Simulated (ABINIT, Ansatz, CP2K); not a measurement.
**The equilibrium volume of Si, sorted by core time**

```
CELL_PARAMETERS angstrom
2.62054 0.00000 0.00000
-1.31027 2.26946 0.00000
0.00000 0.00000 2.46635
ATOMIC_POSITIONS crystal
Si 0.00000 0.00000 0.00000
```

This isn't the form of Si at room conditions, which is diamond.

```csv
rung,level,program and potentials,cutoff (eV),k mesh,smearing,core time,chip,equilibrium volume (Å³/atom),notes
GGA,PBEsol,"Ansatz, Ansatz PAW",420,12 × 12 × 11,gaussian 0.05,3.5 s,Arm Neoverse V2,14.71,"potentials made for PBE, which Ansatz adapts in part"
LDA,LDA,"Ansatz, Ansatz PAW",420,12 × 12 × 11,fermi-dirac 0.05,5.3 s,Arm Neoverse V1,14.52,"potentials made for PBE, which Ansatz adapts in part"
meta-GGA,r2SCAN,"Ansatz, Ansatz PAW",500,12 × 12 × 11,fermi-dirac 0.05,9.1 s,Arm Neoverse V1,14.89,"potentials made for PBE, which Ansatz adapts in part"
GGA,BLYP,"Ansatz, Ansatz PAW",420,12 × 12 × 11,fermi-dirac 0.05,9.4 s,Arm Neoverse V1,16.30,"potentials made for PBE, which Ansatz adapts in part"
GGA,PBEsol,"ABINIT, PseudoDojo NC SR PBEsol v0.4.1 standard",490,9 × 9 × 8,fermi-dirac 0.05,13 s,Arm Neoverse V2,14.65,-
GGA,PBEsol,"Ansatz, all-electron LAPW, scalar-relativistic",-,12 × 12 × 11,gaussian 0.05,14 s,Intel Xeon,14.72,-
hybrid,HSE03,"Ansatz, Ansatz PAW",420,6 × 6 × 6,fermi-dirac 0.05,15 s,AMD EPYC 7R13 Zen 3,15.02,"coarse mesh; potentials made for PBE, which Ansatz adapts in part"
hybrid,HSE06,"Ansatz, Ansatz PAW",420,6 × 6 × 6,fermi-dirac 0.05,38 s,AMD EPYC 7R13 Zen 3,14.99,"coarse mesh; potentials made for PBE, which Ansatz adapts in part"
hybrid,B3LYP,"Ansatz, Ansatz PAW",420,6 × 6 × 6,fermi-dirac 0.05,57 s,AMD EPYC 7R13 Zen 3,16.14,"coarse mesh; potentials made for PBE, which Ansatz adapts in part"
LDA,LDA,"CP2K, GTH_POTENTIALS Si GTH-PADE-q4; TZVP-MOLOPT-PBE-GTH basis",-,9 × 9 × 8,fermi-dirac 0.1,86 s,Arm Neoverse V2,14.34,atomic basis
```

Times are single runs on shared hosts and different chips, so they are rough; meshes, cutoffs and the tasks' sizes weigh on the time. Task: relaxation of cell and atoms. All rows: no spin polarisation. Smearing widths are in eV. For a metal such meshes aren't converged. Meshes differ between rows, which moves values too. Meshes are those of the run's cell of 1 atom unless a note names another. Relaxations start from the cell shown or near it and stop with a little pressure left. Runs on faulty files, with rough fits or with known faults for this quantity aren't shown. PBE isn't shown for this crystal. No row holds spin-orbit coupling.

By rung: LDA 14.52; GGA 14.65 to 16.30; meta-GGA 14.89; LDA in atomic bases 14.34; hybrid on coarse meshes 14.99 to 16.14 (Å³/atom).
